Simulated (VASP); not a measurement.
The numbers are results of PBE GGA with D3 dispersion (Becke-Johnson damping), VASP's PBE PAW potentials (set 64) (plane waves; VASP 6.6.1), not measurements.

Input for VASP

### KPOINTS
```
Automatic mesh
0
Gamma
5 5 7
0 0 0
```

### INCAR
```
LREAL = .FALSE.   ! projection in real space or not
NELM = 100   ! most electronic steps
PREC = Accurate
EDIFF = 1E-6
NSW = 60   ! most ionic steps
LWAVE = .FALSE.
ALGO = Normal   ! blocked Davidson
LASPH = .TRUE.
GGA = PE   ! PBE
ENCUT = 520   ! plane-wave cut-off (eV)
IVDW = 12   ! D3, Becke-Johnson
IBRION = 2   ! conjugate gradients
ISMEAR = 0   ! Gaussian
EDIFFG = -0.02
LCHARG = .FALSE.
SYSTEM = MgF2
ISIF = 3   ! ions, shape and volume
SIGMA = 0.05   ! width (eV)
```

**POSCAR**
```
MgF2
1.0
  4.6434779625   0.0000000000   0.0000000000
  0.0000000000   4.6434779625   0.0000000000
  0.0000000000   0.0000000000   3.0686650938
Mg F
2 4
Cart
  0.0000000000   0.0000000000   0.0000000000
  2.3217389812   2.3217389812   1.5343325469
  1.4059788335   1.4059788335   0.0000000000
  3.7277178148   0.9157601477   1.5343325469
  0.9157601477   3.7277178148   1.5343325469
  3.2374991290   3.2374991290   0.0000000000
```

POTCAR, in this order: Mg F (PBE.64 set). Program: vasp_std.

What VASP printed:

OSZICAR:
```
       N       E                     dE             d eps       ncg     rms          rms(c)
DAV:   1     0.195098748309E+03    0.19510E+03   -0.18326E+04  1008   0.150E+03
DAV:   2    -0.247586642078E+02   -0.21986E+03   -0.21346E+03  1284   0.333E+02
DAV:   3    -0.340579375000E+02   -0.92993E+01   -0.92571E+01  1124   0.710E+01
DAV:   4    -0.341197883842E+02   -0.61851E-01   -0.61837E-01  1084   0.661E+00
DAV:   5    -0.341201584852E+02   -0.37010E-03   -0.37009E-03  1100   0.529E-01    0.100E+01
DAV:   6    -0.314765039953E+02    0.26437E+01   -0.11194E+01  1096   0.256E+01    0.302E+00
DAV:   7    -0.314982725885E+02   -0.21769E-01   -0.13133E-01  1012   0.257E+00    0.190E+00
DAV:   8    -0.315280768001E+02   -0.29804E-01   -0.53770E-02  1076   0.272E+00    0.178E-01
DAV:   9    -0.315289930795E+02   -0.91628E-03   -0.37278E-03  1104   0.459E-01    0.750E-02
DAV:  10    -0.315292370978E+02   -0.24402E-03   -0.24895E-04  1072   0.139E-01    0.153E-02
DAV:  11    -0.315292380786E+02   -0.98077E-06   -0.35035E-05  1104   0.484E-02    0.807E-03
DAV:  12    -0.315292380677E+02    0.10860E-07   -0.11250E-05  1072   0.271E-02    0.296E-03
DAV:  13    -0.315292379515E+02    0.11619E-06   -0.86203E-07   596   0.769E-03
   1 F= -.32396621E+02 E0= -.32396621E+02  d E =-.323966E+02
```

File OUTCAR:
```
------------------------ aborting loop because EDIFF is reached ----------------------------------------
 Edisp (eV)   -0.86738
  FORCE on cell =-STRESS in cart. coord.  units (eV):
  Direction    XX          YY          ZZ          XY          YZ          ZX
  --------------------------------------------------------------------------------------
  Total       0.01422     0.01422    -0.02507     0.00000     0.00000     0.00000
  in kB       0.34424     0.34424    -0.60698     0.00000     0.00000     0.00000
  external pressure =        0.03 kB  Pullay stress =        0.00 kB
  volume of cell :       66.17
      direct lattice vectors                 reciprocal lattice vectors
     4.643477962  0.000000000  0.000000000     0.215355819  0.000000000  0.000000000
     0.000000000  4.643477962  0.000000000     0.000000000  0.215355819  0.000000000
     0.000000000  0.000000000  3.068665094     0.000000000  0.000000000  0.325874597
 POSITION                                       TOTAL-FORCE (eV/Angst)
 -----------------------------------------------------------------------------------
      0.00000      0.00000      0.00000         0.000000      0.000000     -0.000000
      2.32174      2.32174      1.53433         0.000000      0.000000     -0.000000
      1.40598      1.40598      0.00000         0.008977      0.008977      0.000000
      3.72772      0.91576      1.53433         0.008977     -0.008977     -0.000000
      0.91576      3.72772      1.53433        -0.008977      0.008977     -0.000000
      3.23750      3.23750      0.00000        -0.008977     -0.008977     -0.000000
 -----------------------------------------------------------------------------------
    total drift:                                0.000000     -0.000000     -0.000000
  FREE ENERGIE OF THE ION-ELECTRON SYSTEM (eV)
  ---------------------------------------------------
  free  energy   TOTEN  =       -32.3966212775 eV

  energy  without entropy=      -32.3966212775  energy(sigma->0) =      -32.39662128

 reached required accuracy - stopping structural energy minimisation
```
(Selected blocks of OUTCAR.)

### OUTCAR
```
 val. band max:       -1.2887971250   @ k =   0.0000   0.0000   0.0000

 cond. band min:       5.7086417141   @ k =   0.0000   0.0000   0.0000


 Fermi energy:        -0.9719813023

 k-point     1 :       0.0000    0.0000    0.0000
  band No.  band energies     occupation
      1     -21.9864      2.00000
      2     -21.2091      2.00000
      3     -21.2091      2.00000
      4     -21.1177      2.00000
      5      -5.3134      2.00000
      6      -3.7343      2.00000
      7      -3.3532      2.00000
      8      -3.3532      2.00000
      9      -3.1742      2.00000
     10      -3.1327      2.00000
     11      -2.4984      2.00000
     12      -2.4984      2.00000
     13      -2.0128      2.00000
     14      -1.6075      2.00000
     15      -1.6075      2.00000
     16      -1.2888      2.00000
     17       5.7086      0.00000
     18      10.8616      0.00000
     19      10.8616      0.00000
     20      12.3364      0.00000

 k-point     2 :       0.2000    0.0000    0.0000
  band No.  band energies     occupation
      1     -21.9241      2.00000
      2     -21.3214      2.00000
      3     -21.1918      2.00000
      4     -21.0923      2.00000
      5      -5.1687      2.00000
      6      -3.7827      2.00000
      7      -3.6762      2.00000
      8      -3.1491      2.00000
      9      -3.1145      2.00000
     10      -2.8135      2.00000
     11      -2.5687      2.00000
     12      -2.4528      2.00000
     13      -2.0594      2.00000
     14      -1.9409      2.00000
     15      -1.6349      2.00000
     16      -1.3833      2.00000
     17       6.1972      0.00000
     18      10.1724      0.00000
     19      11.1151      0.00000
     20      12.4687      0.00000

 k-point     3 :       0.4000    0.0000    0.0000
  band No.  band energies     occupation
      1     -21.7559      2.00000
      2     -21.5321      2.00000
      3     -21.1489      2.00000
      4     -21.1047      2.00000
      5      -4.8008      2.00000
...
```

The compound is MgF2 in the rutile structure. It was relaxed first. The start is the result of an earlier pass.
